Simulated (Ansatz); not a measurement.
Runs of Ansatz 0.2.0 on TePb. Symmetry: Fm-3m, No. 225, cubic system. The conventional cell has a = 6.462 Å, b = 6.462 Å, c = 6.462 Å, α = 90.00°, β = 90.00°, γ = 90.00°. Pb (site symmetry m-3m) is surrounded by 6 Te at 3.23 Å. Around Te (site symmetry m-3m) lie 6 Pb at 3.23 Å. 

```csv
task,level,potentials or basis,spin,cell,k mesh,cutoff (eV),smearing,points for each segment of the path,atoms under strain,pressure (GPa),V0 of scaled cells (Å³/atom),relaxed volume (Å³/atom),B0 (GPa)
single point,PBE,Ansatz PAW,off,as given,7 × 7 × 7,350,fermi-dirac 0.05 eV,-,-,2.1,-,-,-
relaxation of cell and atoms,BLYP+D4,Ansatz PAW,off,relaxed,7 × 7 × 7,420,fermi-dirac 0.05 eV,-,-,0.0,-,(a),-
equation of state,PBE,SPMS NC,off,as given,7 × 7 × 7,680,fermi-dirac 0.05 eV,-,-,-,(b),-,39
single point,PBE,Ansatz PAW,off,as given,13 × 13 × 13,420,fermi-dirac 0.05 eV,-,-,2.1,-,-,-
equation of state,PBE,Ansatz PAW small core,off,as given,7 × 7 × 7,420,fermi-dirac 0.05 eV,-,-,-,35.43,-,38
relaxation of cell and atoms,r2SCAN+rVV10,Ansatz PAW,off,relaxed,7 × 7 × 7,500,fermi-dirac 0.05 eV,-,-,0.0,-,34.17,-
relaxation of cell and atoms,revPBE+D3(BJ),Ansatz PAW,off,relaxed,7 × 7 × 7,420,fermi-dirac 0.05 eV,-,-,0.0,-,33.37,-
equation of state,m-r2SCAN,Ansatz PAW,off,as given,7 × 7 × 7,500,fermi-dirac 0.05 eV,-,-,-,34.88,-,(d)
band structure,LDA,JTH PAW LDA,off,as given,7 × 7 × 7,1800,fermi-dirac 0.05 eV,14,-,-1.7,-,-,-
band structure,PBE,Ansatz PAW,"SOC, no magnetisation",as given,7 × 7 × 7,420,fermi-dirac 0.05 eV,14,-,1.9,-,-,-
band structure,SVWN5,Ansatz PAW,off,as given,7 × 7 × 7,420,fermi-dirac 0.05 eV,14,-,(c),-,-,-
elastic constants,LDA,Ansatz PAW,off,as given,6 × 6 × 6,420,fixed,-,relaxed,-1.7,-,-,-
```

Task: Fill in the values left out.

Result: (a) 37.10; (b) 35.39; (c) -1.8; (d) 42.

Caveats: the PAW data sets come from PBE, with cores solved anew for the run's functional, which leaves a small shift of forces and pressure (some runs); the plane-wave basis is chosen anew once the cell has moved, so the energies of steps on either side of that aren't comparable (some runs); the cutoff lies under the one recommended for these potentials (some runs); the PAW data sets were made with another functional, which shifts forces and pressure a little (some runs).

The runs don't all hold the same shells in valence.
